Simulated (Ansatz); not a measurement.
Born–Oppenheimer molecular dynamics of a periodic cell of 16 atoms, WC (start crystal WC, start structure P-6m2, volume 1.15 times the crystal's). It goes on from the last frame of an earlier run, with new velocities.

Level of theory: Ansatz 0.2.0, DFT PBE, scalar-relativistic, plane waves, PAW. Settings: PAW set soft_1, cutoff 420 eV, k mesh 3x3x3, fermi-dirac smearing 0.36 eV, no spin polarisation.

```yaml
ensemble: NVE (velocity Verlet)
time_step: 0.75 fs
steps_asked: 200
starting_velocities_drawn_for: 2520 K
seed: 2911
```

Frames 3.75 fs apart, positions in Å, forces in eV/Å.

Velocities at 22.5 fs (Å/ps):

```
W -2.02 4.77 -1.58
C 2.57 -13.31 -12.07
W -2.89 5.97 4.97
C 29.15 1.47 9.06
W -0.27 -7.62 -5.54
C 18.15 -6.27 1.40
W 7.55 0.38 -3.16
C 7.04 5.31 -7.43
W -3.72 -1.62 2.12
C 11.48 -23.29 -37.96
W -1.73 3.55 -2.14
C -13.32 -18.68 -4.31
W 2.44 5.91 5.00
C 8.54 -13.37 18.54
W -2.18 -5.96 3.57
C -20.44 -14.37 -17.10
```

```xyz
16
Lattice="-2.9936 -5.1851 0.0000 4.4905 -2.5926 0.0000 0.0000 0.0000 5.8759" Properties=species:S:1:pos:R:3:forces:R:3 time_fs=22.5 energy_less_start_eV=-2.757 T=3941
W -0.211 -5.207 -0.006 3.31 -0.27 0.48
C 1.269 -4.566 1.500 3.23 3.05 -1.95
W 0.029 -5.175 2.924 -2.75 -0.23 1.16
C 1.514 -4.493 4.322 -0.26 1.93 1.95
W -1.502 -2.486 0.047 -1.55 -3.10 0.61
C 0.014 -1.564 1.746 -0.62 -2.88 -2.07
W -1.389 -2.520 3.078 -2.64 -2.11 -2.02
C 0.145 -1.651 4.247 -0.97 -0.86 2.16
W 1.491 -2.673 0.075 0.48 -0.07 -1.05
C 3.142 -1.675 1.353 -2.93 -1.01 0.21
W 1.478 -2.573 2.941 -0.34 -1.52 -0.40
C 2.946 -1.813 4.206 -2.28 2.29 4.33
W 0.081 -0.386 0.081 -1.95 6.07 -1.12
C -1.746 -4.474 1.599 3.42 1.87 -1.43
W -0.246 0.170 2.955 6.93 -3.81 -0.18
C -1.432 -4.298 4.481 -1.08 0.64 -0.69
16
Lattice="-2.9936 -5.1851 0.0000 4.4905 -2.5926 0.0000 0.0000 0.0000 5.8759" Properties=species:S:1:pos:R:3:forces:R:3 time_fs=26.25 energy_less_start_eV=-2.757 T=3941
W -0.218 -5.189 -0.012 3.18 -0.81 0.43
C 1.296 -4.599 1.445 2.59 2.80 -0.90
W 0.017 -5.152 2.943 -1.51 -0.85 0.57
C 1.619 -4.477 4.366 -1.77 1.76 1.21
W -1.504 -2.516 0.027 -1.25 -2.63 0.92
C 0.077 -1.603 1.739 -1.10 -2.06 -2.50
W -1.362 -2.519 3.065 -3.02 -2.31 -2.05
C 0.165 -1.636 4.232 -1.38 -0.95 2.45
W 1.477 -2.679 0.083 0.91 -0.18 -1.60
C 3.169 -1.766 1.215 -2.85 -0.05 1.61
W 1.472 -2.561 2.933 0.06 -2.38 -0.34
C 2.884 -1.868 4.214 -1.15 2.96 3.84
W 0.089 -0.361 0.099 -1.86 5.05 -1.55
C -1.694 -4.513 1.659 2.94 1.91 -1.99
W -0.251 0.146 2.969 6.42 -3.06 -0.36
C -1.513 -4.348 4.415 -0.20 0.79 0.25
16
Lattice="-2.9936 -5.1851 0.0000 4.4905 -2.5926 0.0000 0.0000 0.0000 5.8759" Properties=species:S:1:pos:R:3:forces:R:3 time_fs=30 energy_less_start_eV=-2.752 T=3938
W -0.222 -5.172 -0.018 3.12 -1.43 0.34
C 1.352 -4.600 1.381 1.60 2.29 0.26
W 0.004 -5.131 2.962 -0.43 -1.08 0.24
C 1.704 -4.441 4.423 -2.76 1.51 0.19
W -1.506 -2.547 0.007 -0.72 -2.23 1.32
C 0.129 -1.664 1.704 -1.66 -0.85 -2.53
W -1.337 -2.520 3.051 -3.49 -2.32 -1.86
C 0.170 -1.631 4.245 -1.67 -1.01 2.25
W 1.464 -2.686 0.089 1.18 -0.38 -2.30
C 3.163 -1.858 1.094 -2.69 1.05 3.09
W 1.465 -2.550 2.925 0.62 -2.95 0.16
C 2.810 -1.891 4.265 0.52 3.01 2.50
W 0.097 -0.333 0.116 -1.28 3.92 -2.17
C -1.611 -4.531 1.697 1.57 1.70 -2.26
W -0.252 0.120 2.982 5.38 -2.19 -0.35
C -1.597 -4.389 4.351 0.72 0.99 1.13
16
Lattice="-2.9936 -5.1851 0.0000 4.4905 -2.5926 0.0000 0.0000 0.0000 5.8759" Properties=species:S:1:pos:R:3:forces:R:3 time_fs=33.75 energy_less_start_eV=-2.482 T=3799
W -0.224 -5.156 -0.023 3.28 -2.04 0.28
C 1.426 -4.576 1.319 0.51 1.67 1.25
W -0.009 -5.110 2.982 0.46 -1.32 0.32
C 1.759 -4.388 4.482 -3.24 1.13 -1.04
W -1.509 -2.580 -0.012 0.01 -1.89 1.64
C 0.161 -1.735 1.641 -2.20 0.19 -2.00
W -1.314 -2.523 3.036 -3.97 -2.11 -1.51
C 0.156 -1.638 4.282 -1.73 -1.01 1.67
W 1.452 -2.692 0.094 1.06 -0.61 -2.98
C 3.128 -1.938 1.009 -2.20 2.03 4.39
W 1.459 -2.541 2.916 1.27 -3.04 1.02
C 2.742 -1.880 4.343 1.75 2.73 0.76
W 0.103 -0.302 0.132 -0.61 2.97 -2.80
C -1.510 -4.530 1.710 -0.22 1.47 -2.39
W -0.249 0.093 2.994 4.24 -1.44 -0.44
C -1.672 -4.419 4.300 1.60 1.27 1.82
16
Lattice="-2.9936 -5.1851 0.0000 4.4905 -2.5926 0.0000 0.0000 0.0000 5.8759" Properties=species:S:1:pos:R:3:forces:R:3 time_fs=37.5 energy_less_start_eV=-2.088 T=3596
W -0.223 -5.141 -0.028 3.65 -2.59 0.26
C 1.505 -4.533 1.271 -0.52 1.01 2.09
W -0.022 -5.090 3.002 1.09 -1.71 0.59
C 1.777 -4.322 4.530 -3.29 0.49 -2.13
W -1.512 -2.615 -0.030 0.64 -1.50 1.66
C 0.169 -1.805 1.555 -2.57 0.82 -0.83
W -1.295 -2.527 3.019 -4.36 -1.77 -1.15
C 0.122 -1.657 4.338 -1.53 -0.88 0.92
W 1.441 -2.699 0.096 0.61 -0.69 -3.61
C 3.068 -1.996 0.972 -0.93 2.57 5.21
W 1.454 -2.534 2.909 1.77 -2.69 1.82
C 2.693 -1.838 4.430 2.32 2.29 -0.98
W 0.108 -0.269 0.145 -0.52 2.54 -3.13
C -1.412 -4.512 1.695 -1.84 1.37 -2.36
W -0.243 0.064 3.007 3.18 -0.82 -0.62
C -1.729 -4.434 4.270 2.30 1.56 2.24
16
Lattice="-2.9936 -5.1851 0.0000 4.4905 -2.5926 0.0000 0.0000 0.0000 5.8759" Properties=species:S:1:pos:R:3:forces:R:3 time_fs=41.25 energy_less_start_eV=-1.933 T=3516
W -0.219 -5.129 -0.033 4.12 -3.01 0.34
C 1.579 -4.479 1.246 -1.26 0.31 2.70
W -0.034 -5.072 3.022 1.33 -2.09 0.62
C 1.759 -4.252 4.553 -2.96 -0.49 -2.81
W -1.515 -2.651 -0.046 0.83 -0.84 1.43
C 0.148 -1.865 1.461 -2.69 1.14 0.69
W -1.278 -2.533 3.002 -4.66 -1.42 -0.92
C 0.072 -1.685 4.405 -1.13 -0.54 0.15
W 1.430 -2.707 0.096 0.35 -0.34 -4.14
C 2.998 -2.024 0.994 0.84 2.70 5.49
W 1.450 -2.530 2.902 1.98 -2.16 2.19
C 2.669 -1.771 4.507 2.42 1.61 -2.30
W 0.114 -0.234 0.157 -1.26 2.42 -3.08
C -1.334 -4.479 1.655 -2.85 1.29 -1.89
W -0.234 0.035 3.019 2.35 -0.25 -0.73
C -1.761 -4.432 4.264 2.60 1.68 2.26
16
Lattice="-2.9936 -5.1851 0.0000 4.4905 -2.5926 0.0000 0.0000 0.0000 5.8759" Properties=species:S:1:pos:R:3:forces:R:3 time_fs=45 energy_less_start_eV=-2.293 T=3702
W -0.213 -5.118 -0.037 4.57 -3.20 0.58
C 1.640 -4.421 1.252 -1.62 -0.40 2.90
W -0.045 -5.055 3.043 1.26 -2.33 0.10
C 1.707 -4.187 4.546 -2.42 -1.60 -3.03
W -1.517 -2.687 -0.061 0.48 0.21 1.34
C 0.097 -1.913 1.374 -2.32 1.31 1.96
W -1.266 -2.540 2.984 -4.94 -1.12 -0.80
C 0.009 -1.719 4.473 -0.53 -0.02 -0.58
W 1.419 -2.714 0.093 0.89 0.67 -4.20
C 2.937 -2.023 1.077 1.97 2.46 5.04
W 1.448 -2.527 2.898 1.93 -1.68 2.15
C 2.673 -1.686 4.558 2.11 0.52 -2.97
W 0.118 -0.197 0.166 -2.40 2.23 -2.75
C -1.287 -4.431 1.593 -3.19 1.10 -0.88
W -0.224 0.005 3.030 1.84 0.35 -0.69
C -1.764 -4.411 4.283 2.38 1.47 1.82
16
Lattice="-2.9936 -5.1851 0.0000 4.4905 -2.5926 0.0000 0.0000 0.0000 5.8759" Properties=species:S:1:pos:R:3:forces:R:3 time_fs=48.75 energy_less_start_eV=-3.029 T=4081
W -0.203 -5.110 -0.041 4.85 -3.04 1.10
C 1.682 -4.368 1.290 -1.73 -0.91 2.57
W -0.055 -5.039 3.063 1.14 -2.43 -0.89
C 1.629 -4.140 4.505 -1.82 -2.34 -2.63
W -1.518 -2.723 -0.076 -0.36 1.59 1.62
C 0.021 -1.946 1.309 -1.12 1.44 2.54
W -1.256 -2.547 2.965 -5.28 -0.85 -0.71
C -0.060 -1.753 4.535 0.29 0.62 -1.24
W 1.409 -2.721 0.087 1.93 1.99 -3.40
C 2.897 -1.994 1.216 2.03 1.90 3.54
W 1.447 -2.525 2.895 1.67 -1.34 1.98
C 2.700 -1.595 4.576 1.52 -0.94 -3.05
W 0.120 -0.159 0.172 -3.41 1.78 -2.25
C -1.276 -4.371 1.522 -3.06 0.66 0.34
W -0.213 -0.024 3.041 1.60 1.01 -0.52
C -1.741 -4.375 4.323 1.75 0.85 1.00
16
Lattice="-2.9936 -5.1851 0.0000 4.4905 -2.5926 0.0000 0.0000 0.0000 5.8759" Properties=species:S:1:pos:R:3:forces:R:3 time_fs=52.5 energy_less_start_eV=-3.510 T=4328
W -0.190 -5.104 -0.044 4.77 -2.60 1.84
C 1.704 -4.324 1.357 -1.82 -1.05 1.77
W -0.065 -5.026 3.084 1.12 -2.53 -2.13
C 1.529 -4.118 4.435 -1.11 -2.40 -1.46
W -1.520 -2.758 -0.089 -1.49 3.23 2.20
C -0.068 -1.962 1.272 0.79 1.63 2.51
W -1.251 -2.555 2.946 -5.69 -0.55 -0.55
C -0.126 -1.780 4.583 1.26 1.28 -1.75
W 1.400 -2.727 0.078 2.47 2.80 -2.21
C 2.880 -1.944 1.395 1.76 1.40 1.27
W 1.447 -2.525 2.893 1.15 -1.12 1.95
C 2.744 -1.515 4.560 0.90 -2.39 -2.65
W 0.120 -0.119 0.178 -4.03 1.10 -1.79
C -1.300 -4.303 1.454 -2.53 -0.21 1.35
W -0.200 -0.052 3.052 1.46 1.61 -0.26
C -1.698 -4.328 4.373 0.98 -0.19 -0.07
16
Lattice="-2.9936 -5.1851 0.0000 4.4905 -2.5926 0.0000 0.0000 0.0000 5.8759" Properties=species:S:1:pos:R:3:forces:R:3 time_fs=56.25 energy_less_start_eV=-3.222 T=4179
W -0.173 -5.100 -0.046 4.28 -2.22 2.49
C 1.706 -4.292 1.443 -1.90 -0.89 0.69
W -0.073 -5.014 3.102 1.02 -2.80 -3.54
C 1.418 -4.123 4.349 -0.05 -1.81 0.35
W -1.524 -2.791 -0.101 -2.46 5.17 2.84
C -0.148 -1.960 1.263 2.61 1.86 2.12
W -1.250 -2.564 2.926 -6.10 -0.17 -0.22
C -0.177 -1.793 4.611 2.08 1.73 -2.02
W 1.393 -2.731 0.067 2.20 2.82 -1.36
C 2.884 -1.878 1.588 1.85 1.30 -1.12
W 1.448 -2.525 2.893 0.35 -0.98 2.17
C 2.799 -1.461 4.515 0.40 -3.35 -1.69
W 0.117 -0.079 0.182 -4.23 0.28 -1.59
C -1.351 -4.239 1.402 -1.60 -1.46 2.05
W -0.186 -0.079 3.062 1.29 2.03 0.06
C -1.643 -4.285 4.423 0.26 -1.51 -1.22
16
Lattice="-2.9936 -5.1851 0.0000 4.4905 -2.5926 0.0000 0.0000 0.0000 5.8759" Properties=species:S:1:pos:R:3:forces:R:3 time_fs=60 energy_less_start_eV=-2.288 T=3699
W -0.153 -5.098 -0.046 3.61 -2.16 2.80
C 1.687 -4.270 1.537 -1.86 -0.63 -0.44
W -0.081 -5.005 3.118 0.44 -3.41 -5.19
C 1.306 -4.148 4.267 1.67 -0.72 2.47
W -1.528 -2.820 -0.110 -2.76 7.16 3.31
C -0.199 -1.938 1.278 3.61 1.94 1.50
W -1.253 -2.572 2.906 -6.37 0.25 0.27
C -0.205 -1.787 4.617 2.44 1.74 -1.96
W 1.388 -2.732 0.056 1.55 2.44 -0.93
C 2.908 -1.796 1.768 2.02 1.32 -3.08
W 1.450 -2.525 2.895 -0.42 -0.83 2.43
C 2.858 -1.445 4.451 0.06 -3.64 -0.18
W 0.111 -0.038 0.184 -4.19 -0.55 -1.67
C -1.420 -4.191 1.372 -0.50 -2.59 2.49
W -0.171 -0.105 3.073 1.12 2.32 0.32
C -1.586 -4.258 4.459 -0.42 -2.63 -2.15
16
Lattice="-2.9936 -5.1851 0.0000 4.4905 -2.5926 0.0000 0.0000 0.0000 5.8759" Properties=species:S:1:pos:R:3:forces:R:3 time_fs=63.75 energy_less_start_eV=-1.343 T=3212
W -0.130 -5.097 -0.044 3.01 -2.30 2.84
C 1.647 -4.255 1.627 -1.59 -0.47 -1.47
W -0.088 -4.998 3.130 -0.62 -4.25 -6.84
C 1.214 -4.181 4.213 3.90 0.70 4.50
W -1.535 -2.843 -0.117 -2.21 8.41 3.37
C -0.209 -1.893 1.309 3.62 1.71 0.82
W -1.261 -2.581 2.887 -6.38 0.56 0.77
C -0.207 -1.762 4.601 2.21 1.14 -1.53
W 1.384 -2.732 0.044 0.90 2.04 -0.71
C 2.954 -1.701 1.914 1.63 0.84 -4.24
W 1.451 -2.527 2.898 -0.62 -0.54 2.43
C 2.918 -1.470 4.385 -0.19 -3.38 1.40
W 0.102 0.003 0.186 -4.10 -1.30 -1.91
C -1.495 -4.171 1.370 0.46 -2.94 2.53
W -0.155 -0.129 3.083 1.11 2.61 0.32
C -1.534 -4.260 4.472 -1.15 -2.82 -2.27
```

Of the whole run (150 fs, mean temperature of the second half 3617 K): The conserved energy stayed within 0.44 meV per atom of its start (net change -0.26 meV per atom), so the integration is sound. The kinetic energy rose, since the run started high on the potential surface and went downhill. A run of 0.15 ps of so small a system gives no equilibrium averages. Limits of this set-up: coarse k mesh.

Run time: 29 min on 2 threads of Arm Neoverse V1 (shared host), peak memory 0.69 GiB.
